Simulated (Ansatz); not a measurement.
Rows from a G0W0 calculation on Si5BPC5 (zincblende [110] superlattice) (Ansatz 0.2.0; G0W0 on PBEsol, plane waves, PAW; PAW set soft_1; 4×4×2 mesh, 84 empty bands, screening to 44 eV, PAW set soft_1 files), in eV. Spin-orbit coupling is left out.

```csv
row,k,band,start,Σx,Σc at the solution,Vxc
A,"(-0.500, 0.000, -0.500)",c2,10.695,-7.046,-3.561,-11.405
B,"(-0.500, 0.000, -0.500)",v1,7.250,-17.029,2.759,-14.229
C,"(0.000, 0.000, -0.500)",c2,11.738,-7.314,-3.828,-12.070
D,"(-0.500, 0.000, -0.500)",c1,10.230,-7.494,-3.462,-11.762
E,"(0.000, 0.000, -0.500)",v1,9.975,-17.680,2.481,-15.511
F,"(0.000, 0.000, -0.500)",c1,11.355,-7.291,-3.767,-11.963
```

Question: Give the quasiparticle energies and the shift of each level.

The quasiparticle equation reads E = start + Σx + Σc(E) − Vxc.

```csv
row,E (eV),shift (eV)
A,11.492,+0.798
B,7.207,−0.042
C,12.666,+0.928
D,11.037,+0.806
E,10.288,+0.313
F,12.259,+0.905
```

The gap over the computed points goes from 0.26 eV to 0.75 eV.

Limits: not at the basis limit; coarse k mesh.

[Paths, hosts, dates, memory and timing lines, banners, echoed tables and standing remarks are left out of the program output.]

[Logs are printed without paths, hosts, clocks, repeated set-up lines and the standing remarks that a program may print on its own settings, such as how far it seeks lower states.]

[Runs of the session that timed out or met a known fault of the program may be left out.]

[Cells called generated may have been cut or substituted from an entry of the Crystallography Open Database or the Materials Project.]

[Hosts, paths, dates, database ids (printed as entryN), source tags and the programs' standing remarks are cut or masked in the printed files.]
